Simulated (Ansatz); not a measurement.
**Si2Mo in Ansatz: the effect of Hubbard term**

Crystal: Si2Mo.

```
Mo Si
1.0
    -1.60000    1.60000    3.93050
     1.60000   -1.60000    3.93050
     1.60000    1.60000   -3.93050
Mo Si
1 2
Direct
  0.00000 0.00000 0.00000
  0.66700 0.66700 0.00000
  0.33300 0.33300 0.00000
```

Alike in all runs:

```yaml
Program: Ansatz 0.2.0
Task: projected density of states
Functional: PBE
Potentials_or_basis: Ansatz PAW
Cutoff: "420 eV (not typed: the program's choice for these potentials)"
k_mesh: 12 × 12 × 12
Occupations: fermi-dirac, width 0.05 eV
Spin: no spin polarisation
Hubbard_projectors: ortho-atomic (the default)
Double_counting: fll (the default)
```

```tsv
Hubbard term	pressure (GPa)	largest force (eV/Å)
none	?	?
Mo d U = 1 eV	2.0	0.34
Mo d U = 2 eV	1.7	0.41
Mo d U = 3 eV	1.5	0.48
Mo d U = 4 eV	1.3	0.55
Mo d U = 5 eV	1.2	0.62
Mo d U = 6 eV	1.2	0.69
Mo d U = 8 eV	2.0	0.84
```

**Question.** What does the run with Hubbard term none give?

**Answer.** Pressure 2.2 GPa; largest force 0.28 eV/Å.

Worked out: A parabola through the other rows of the pressure, of slope -0.591 GPa per eV there, extrapolates to 2.6 GPa, against the run's 2.2. The fit is too stiff a form for this range. A straight line through the other rows of the largest force, of slope 0.0711 eV/Å per eV, extrapolates to 0.27 eV/Å, against the run's 0.28.

Caveats: the density of states is complete only up to the lowest level of the last band computed; U without spin polarisation on a metal has little footing (some runs); the U is typed as a test and isn't derived for this compound (some runs).
